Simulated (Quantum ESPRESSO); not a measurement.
# KI (Fm-3m) in Quantum ESPRESSO: further runs, part 2 of 2

Quantum ESPRESSO 7.5. The steps go on from the part before.

## 3. Band structure, rev-vdW-DF2

Contents of pw.in:

```
&CONTROL
  calculation = 'scf'
  prefix = 'pwscf'
  outdir = './tmp'
  pseudo_dir = './pseudo'
  tprnfor = .true.
  tstress = .true.
  disk_io = 'low'
/
&SYSTEM
  ibrav = 0
  nat = 2
  ntyp = 2
  ecutwfc = 74
  nbnd = 14
  input_dft = 'vdw-df2-b86r'
  occupations = 'smearing'
  smearing = 'fd'
  degauss = 0.00367493
/
&ELECTRONS
  conv_thr = 4d-10
  electron_maxstep = 120
  mixing_beta = 0.5
/
ATOMIC_SPECIES
I    126.9045 I.upf
K     39.0983 K.upf
CELL_PARAMETERS angstrom
   0.0000000000    3.5327750000    3.5327750000
   3.5327750000    0.0000000000    3.5327750000
   3.5327750000    3.5327750000    0.0000000000
ATOMIC_POSITIONS crystal
I      0.5000000000    0.5000000000    0.5000000000
K      0.0000000000    0.0000000000    0.0000000000
K_POINTS automatic
7 7 7 0 0 0
```

Contents of bands.in:

```
&CONTROL
  calculation = 'bands'
  prefix = 'pwscf'
  outdir = './tmp'
  pseudo_dir = './pseudo'
  disk_io = 'low'
  verbosity = 'high'
/
&SYSTEM
  ibrav = 0
  nat = 2
  ntyp = 2
  ecutwfc = 74
  nbnd = 14
  input_dft = 'vdw-df2-b86r'
  occupations = 'smearing'
  smearing = 'fd'
  degauss = 0.00367493
/
&ELECTRONS
  conv_thr = 1d-08
  electron_maxstep = 120
  mixing_beta = 0.5
  diago_full_acc = .true.
/
ATOMIC_SPECIES
I    126.9045 I.upf
K     39.0983 K.upf
CELL_PARAMETERS angstrom
   0.0000000000    3.5327750000    3.5327750000
   3.5327750000    0.0000000000    3.5327750000
   3.5327750000    3.5327750000    0.0000000000
ATOMIC_POSITIONS crystal
I      0.5000000000    0.5000000000    0.5000000000
K      0.0000000000    0.0000000000    0.0000000000
K_POINTS crystal
60
 0.0000000000  0.0000000000  0.0000000000 1
 0.0625000000  0.0000000000  0.0625000000 1
 0.1250000000  0.0000000000  0.1250000000 1
 0.1875000000  0.0000000000  0.1875000000 1
 0.2500000000  0.0000000000  0.2500000000 1
 0.3125000000  0.0000000000  0.3125000000 1
 0.3750000000  0.0000000000  0.3750000000 1
 0.4375000000  0.0000000000  0.4375000000 1
 0.5000000000  0.0000000000  0.5000000000 1
 0.5000000000  0.0625000000  0.5625000000 1
 0.5000000000  0.1250000000  0.6250000000 1
 0.5000000000  0.1875000000  0.6875000000 1
 0.5000000000  0.2500000000  0.7500000000 1
 0.4375000000  0.3125000000  0.7500000000 1
 0.3750000000  0.3750000000  0.7500000000 1
 0.3375000000  0.3375000000  0.6750000000 1
 0.3000000000  0.3000000000  0.6000000000 1
 0.2625000000  0.2625000000  0.5250000000 1
 0.2250000000  0.2250000000  0.4500000000 1
 0.1875000000  0.1875000000  0.3750000000 1
 0.1500000000  0.1500000000  0.3000000000 1
 0.1125000000  0.1125000000  0.2250000000 1
 0.0750000000  0.0750000000  0.1500000000 1
 0.0375000000  0.0375000000  0.0750000000 1
 0.0000000000  0.0000000000  0.0000000000 1
 0.0625000000  0.0625000000  0.0625000000 1
 0.1250000000  0.1250000000  0.1250000000 1
 0.1875000000  0.1875000000  0.1875000000 1
 0.2500000000  0.2500000000  0.2500000000 1
 0.3125000000  0.3125000000  0.3125000000 1
 0.3750000000  0.3750000000  0.3750000000 1
 0.4375000000  0.4375000000  0.4375000000 1
 0.5000000000  0.5000000000  0.5000000000 1
 0.5250000000  0.4500000000  0.5250000000 1
 0.5500000000  0.4000000000  0.5500000000 1
 0.5750000000  0.3500000000  0.5750000000 1
 0.6000000000  0.3000000000  0.6000000000 1
 0.6250000000  0.2500000000  0.6250000000 1
 0.5833333333  0.2500000000  0.6666666667 1
 0.5416666667  0.2500000000  0.7083333333 1
 0.5000000000  0.2500000000  0.7500000000 1
 0.5000000000  0.2857142857  0.7142857143 1
 0.5000000000  0.3214285714  0.6785714286 1
 0.5000000000  0.3571428571  0.6428571429 1
 0.5000000000  0.3928571429  0.6071428571 1
 0.5000000000  0.4285714286  0.5714285714 1
 0.5000000000  0.4642857143  0.5357142857 1
 0.5000000000  0.5000000000  0.5000000000 1
 0.4821428571  0.4821428571  0.5357142857 1
 0.4642857143  0.4642857143  0.5714285714 1
 0.4464285714  0.4464285714  0.6071428571 1
 0.4285714286  0.4285714286  0.6428571429 1
 0.4107142857  0.4107142857  0.6785714286 1
 0.3928571429  0.3928571429  0.7142857143 1
 0.3750000000  0.3750000000  0.7500000000 1
 0.6250000000  0.2500000000  0.6250000000 1
 0.5937500000  0.1875000000  0.5937500000 1
 0.5625000000  0.1250000000  0.5625000000 1
 0.5312500000  0.0625000000  0.5312500000 1
 0.5000000000  0.0000000000  0.5000000000 1
```

Potentials or basis: PseudoDojo 0.4.1 SR PBE standard.

Started as:

```bash
> OMP_NUM_THREADS=1 pw.x -in pw.in > pw.out
> OMP_NUM_THREADS=1 pw.x -in bands.in > bands.out
```

Wall time 4.7 min (1 thread of Arm Neoverse V1, shared host); peak memory 0.2 GiB.

Results (log left out):

- Free energy: -1173.6310 eV
- Pressure: -0.1 GPa
- Band gap on the k mesh: 3.81 eV, direct
- Band gap along the path: 3.81 eV, direct

Levels at the corners of the path, in eV from the valence-band top:
```
point  band 4  band 5  band 6  band 7  band 8  band 9  band 10  band 11  band 12  band 13
    Γ  -11.97  -10.52    0.00    0.00    0.00    3.81     6.38     6.38     6.38     7.16
    X  -11.99  -10.37   -1.02   -0.38   -0.38    4.80     5.65     8.05     8.62     8.69
    W  -12.01  -10.31   -0.75   -0.75   -0.62    6.35     6.35     6.54     8.08     8.77
    K  -11.99  -10.31   -0.88   -0.78   -0.39    5.48     6.53     7.51     8.18     8.46
    Γ  -11.97  -10.52    0.00    0.00    0.00    3.81     6.38     6.38     6.38     7.16
    L  -11.98  -10.23   -1.36   -0.34   -0.34    5.38     7.60     8.06     8.06     8.60
    U  -11.99  -10.31   -0.88   -0.78   -0.39    5.48     6.53     7.51     8.18     8.46
    W  -12.01  -10.31   -0.75   -0.75   -0.62    6.35     6.35     6.54     8.08     8.77
    L  -11.98  -10.23   -1.36   -0.34   -0.34    5.38     7.60     8.06     8.06     8.60
    K  -11.99  -10.31   -0.88   -0.78   -0.39    5.48     6.53     7.51     8.18     8.46
    U  -11.99  -10.31   -0.88   -0.78   -0.39    5.48     6.53     7.51     8.18     8.46
    X  -11.99  -10.37   -1.02   -0.38   -0.38    4.80     5.65     8.05     8.62     8.69
```

Caveat: the potentials were made for another functional, which shifts forces and pressure; spin-orbit coupling is left out, which moves the levels of the heavy elements.

## 4. Band structure, vdW-DF3-opt2

Contents of pw.in:

```
&CONTROL
  calculation = 'scf'
  prefix = 'pwscf'
  outdir = './tmp'
  pseudo_dir = './pseudo'
  tprnfor = .true.
  tstress = .true.
  disk_io = 'low'
/
&SYSTEM
  ibrav = 0
  A = 4.99609832
  nat = 2
  ntyp = 2
  ecutwfc = 74
  nbnd = 14
  input_dft = 'vdw-df3-opt2'
  occupations = 'smearing'
  smearing = 'fd'
  degauss = 0.00367493
/
&ELECTRONS
  conv_thr = 4d-10
  electron_maxstep = 120
  mixing_beta = 0.5
/
ATOMIC_SPECIES
I    126.9045 I.upf
K     39.0983 K.upf
CELL_PARAMETERS alat
   0.0000000000    0.7071067809    0.7071067809
   0.7071067809    0.0000000000    0.7071067809
   0.7071067809    0.7071067809    0.0000000000
ATOMIC_POSITIONS alat
I      0.7071067809    0.7071067809    0.7071067809
K      0.0000000000    0.0000000000    0.0000000000
K_POINTS automatic
7 7 7 0 0 0
```

bands.in, as its differences from that of step 3:

```diff
@@ -10,2 +10,3 @@
   ibrav = 0
+  A = 4.99609832
   nat = 2
@@ -14,3 +15,3 @@
   nbnd = 14
-  input_dft = 'vdw-df2-b86r'
+  input_dft = 'vdw-df3-opt2'
   occupations = 'smearing'
@@ -28,8 +29,8 @@
 K     39.0983 K.upf
-CELL_PARAMETERS angstrom
-   0.0000000000    3.5327750000    3.5327750000
-   3.5327750000    0.0000000000    3.5327750000
-   3.5327750000    3.5327750000    0.0000000000
-ATOMIC_POSITIONS crystal
-I      0.5000000000    0.5000000000    0.5000000000
+CELL_PARAMETERS alat
+   0.0000000000    0.7071067809    0.7071067809
+   0.7071067809    0.0000000000    0.7071067809
+   0.7071067809    0.7071067809    0.0000000000
+ATOMIC_POSITIONS alat
+I      0.7071067809    0.7071067809    0.7071067809
 K      0.0000000000    0.0000000000    0.0000000000
```

Started as:

```bash
> OMP_NUM_THREADS=1 pw.x -in pw.in > pw.out
> OMP_NUM_THREADS=1 pw.x -in bands.in > bands.out
```

Wall time 4.7 min (1 thread of Arm Neoverse V1, shared host); peak memory 0.2 GiB.

It converged, with:

- Free energy: -1173.3327 eV
- Pressure: -0.4 GPa
- Band gap on the k mesh: 3.76 eV, direct
- Band gap along the path: 3.76 eV, direct

Levels at the corners of the path, in eV from the valence-band top:
```csv
point,band 5,band 6,band 7,band 8,band 9,band 10,band 11,band 12
Γ,-10.52,0.00,0.00,0.00,3.76,6.35,6.35,6.35
X,-10.37,-1.03,-0.38,-0.38,4.76,5.60,8.03,8.60
W,-10.31,-0.75,-0.75,-0.62,6.31,6.31,6.50,8.04
K,-10.31,-0.89,-0.78,-0.39,5.45,6.49,7.47,8.15
Γ,-10.52,0.00,0.00,0.00,3.76,6.35,6.35,6.35
L,-10.23,-1.37,-0.35,-0.35,5.34,7.56,8.03,8.03
U,-10.31,-0.89,-0.78,-0.39,5.45,6.49,7.47,8.15
W,-10.31,-0.75,-0.75,-0.62,6.31,6.31,6.50,8.04
L,-10.23,-1.37,-0.35,-0.35,5.34,7.56,8.03,8.03
K,-10.31,-0.89,-0.78,-0.39,5.45,6.49,7.47,8.15
U,-10.31,-0.89,-0.78,-0.39,5.45,6.49,7.47,8.15
X,-10.37,-1.03,-0.38,-0.38,4.76,5.60,8.03,8.60
```

Caveat: the potentials were made for another functional, which shifts forces and pressure; spin-orbit coupling is left out, which moves the levels of the heavy elements.

## 5. Summary

```csv
level,potentials or basis,spin,gap on the mesh (eV),pressure (GPa)
PBEsol,PseudoDojo 0.4 FR PBEsol standard,"SOC, no magnetisation",3.49,-0.3
rev-vdW-DF2,PseudoDojo 0.4.1 SR PBE standard,off,3.81,-0.1
vdW-DF3-opt2,PseudoDojo 0.4.1 SR PBE standard,off,3.76,-0.4
```

Alike in all rows: task band structure; cell as given; k mesh 7 × 7 × 7; cutoff (eV) 1007; smearing fermi-dirac 0.05 eV.

Caveats: the potentials were made for another functional, which shifts forces and pressure (some runs); spin-orbit coupling is left out, which moves the levels of the heavy elements (some runs); some levels on the path didn't converge (some runs).

Total energies depend on the potentials used, so only differences within one code and one set of settings carry meaning.

## 6. Comparison with measurements

Step 2. Measured gap of KI: 6.32 eV (a printed reference work, monograph). This calculation gives 3.49 eV (-2.83 eV). The value is that of PBEsol, without temperature or zero-point motion. Semilocal functionals fall short of measured gaps as a rule.

Step 3. Measured gap of KI: 6.32 eV (a printed reference work, monograph). This calculation gives 3.81 eV (-2.51 eV). Spin-orbit coupling on I is left out. The value is that of rev-vdW-DF2, without temperature or zero-point motion.

Step 4. Against the measured gap of KI, 6.32 eV (a printed reference work, monograph), the calculated 3.76 eV is off by -2.56 eV. Spin-orbit coupling on I is left out. The value is that of vdW-DF3-opt2, without temperature or zero-point motion.
